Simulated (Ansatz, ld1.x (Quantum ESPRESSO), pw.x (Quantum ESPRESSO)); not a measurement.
**B (Z = 5): one change to the RRKJ potential, in the atom and in the fcc crystal**

B, norm-conserving RRKJ (Kleinman–Bylander form), made with ld1.x (Quantum ESPRESSO) 7.5 (PBE, scalar-relativistic). Core [He], reference 2s1.5 2p1.5. Waves: 2p (bound): rc 2.80 bohr; 2s (bound): rc 1.65 bohr. Local part: the s channel. Core correction: none.

Change: wave 2s (bound): rc 1.65 bohr becomes 2s (bound): rc 2.40 bohr.

Cutoffs, loose and tight: the cutoffs (Ry, on a coarse ladder) from which the occupation-weighted sum of valence levels, in a spherical-Bessel basis at the reference potential, stays within 10 and 1 mRy of its value at 400 Ry. They do not see the model core or the augmentation charge, which bear on the density cutoff. Test errors are all-electron minus pseudo excitation energies from the reference, over the configurations 2s2 2p1; 2s2 2p0; 2s1 2p0; 2s1 2p1; 2s2 2p0.5; 2s2 2p1.3; 2s0 2p3; variants that change the core or the reference have their own tests.

Crystal test: fcc B in pw.x 7.5, no spin, 18³ k-points, Fermi–Dirac smearing 0.01 Ry, cutoffs set for each file from its atomic test. The reference is all-electron LAPW (Ansatz 0.2.0) with the same functional, mesh and smearing; V0 and B0 come from Birch–Murnaghan fits to the pressures at five volumes. Errors are pseudo minus all-electron; Δ is the rms difference of the E(V) curves that follow from these fits, minima aligned, over ±6 % about the mean V0. Mesh and smearing are coarse, so the numbers serve the comparison and aren't converged zero-temperature values; the lattice is a test structure that the element need not adopt.

All-electron: a0 = 2.867 Å (V0 = 5.89 Å³/atom), B0 = 270.8 GPa.

Task: Does the change bring the crystal closer to the all-electron result?

Result: The mean pressure error goes from -8.51 to -48.68 GPa, so the change moves the solid further from the all-electron pressures.

| quantity | base | changed |
| --- | --- | --- |
| outcome (atom) | generated | generated |
| cutoff, loose (atom) | 18 Ry | 12 Ry |
| cutoff, tight (atom) | 40 Ry | 15 Ry |
| bound ghosts (atom) | none | none |
| largest test error (meV) (atom) | +398 | +426 |
| cutoffs in pw.x (Ry) | 50/200 | 35/140 |
| a0 (Å) | 2.830 | – |
| a0 error (%) | -1.26 | – |
| B0 error (%) | -14.2 | – |
| Δ (meV/atom) | 12.6 | – |
| mean pressure error (GPa) | -8.51 | -48.68 |

A dash: not determined, or the minimum lies outside the volumes sampled.

Base: The largest radius (2.80 bohr) exceeds half the bond length (1.92 bohr), so the spheres overlap, which is one possible source of error among others. This is a poor potential for the solid. Changed file: The largest radius (2.80 bohr) exceeds half the bond length (1.92 bohr), so the spheres overlap, which is one possible source of error among others. This is a poor potential for the solid.
